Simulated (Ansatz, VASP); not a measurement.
AgCl: VASP beside Ansatz

File INCAR:

```
  ALGO = Normal
  EDIFF = 1E-6
  ENCUT = 520
  GGA = PE
  ISIF = 2
  ISMEAR = 0
  LASPH = True
  LCHARG = False
  LREAL = False
  LWAVE = False
  NBANDS = 16
  NELM = 100
  PREC = Accurate
  SIGMA = 0.02
```

The input KPOINTS:

```
k-points
0
Gamma
  12 12 12
```

The input POSCAR:

```
AgCl
1.0
    3.4339730000      0.0000000000      0.0000000000
    0.0000000000      3.4339730000      0.0000000000
    0.0000000000      0.0000000000      3.4339730000
Ag Cl
1 1
Direct
    0.0000000000      0.0000000000      0.0000000000
    0.5000000000      0.5000000000      0.5000000000
```

Input for Ansatz:

```yaml
crystal:
  lattice:
    - [3.433973, 0.0, 0.0]
    - [0.0, 3.433973, 0.0]
    - [0.0, 0.0, 3.433973]
  atoms:
    - { symbol: Ag, position: [0.0, 0.0, 0.0] }
    - { symbol: Cl, position: [0.5, 0.5, 0.5] }
basis:
  ecutwfc: 420
kpoints:
  mp_grid: { grid: [12, 12, 12] }
hamiltonian:
  xc: pbe
scf:
  occupations: { method: gaussian, width: 0.02 }
output:
  forces: true
  stress: true
  eigenvalues: true
```

Alike in both runs: task single point; functional PBE; k mesh 12 × 12 × 12; occupations gaussian, width 0.02 eV; no spin polarisation.

```csv
,VASP,Ansatz
version,VASP 6.6.1,Ansatz 0.2.0
potentials or method,"VASP PAW PBE potentials, release 64 (Ag, Cl)","scalar-relativistic, plane waves, PAW"
plane-wave cutoff (eV),520,420
valence electrons in the cell,18,26
```

```tsv
	VASP	Ansatz	Ansatz less VASP
gap on the k mesh at the Fermi level (eV)	0.57	0.57	0.000
least direct gap on the mesh (eV)	2.08	2.07	-0.001
pressure (GPa)	-0.3	-0.1	+0.13
```

The two sets of potentials don't hold the same shells in valence.

A k mesh can miss the band edges. Expect the measured gap to be larger: semilocal functionals such as PBE lack the derivative discontinuity.
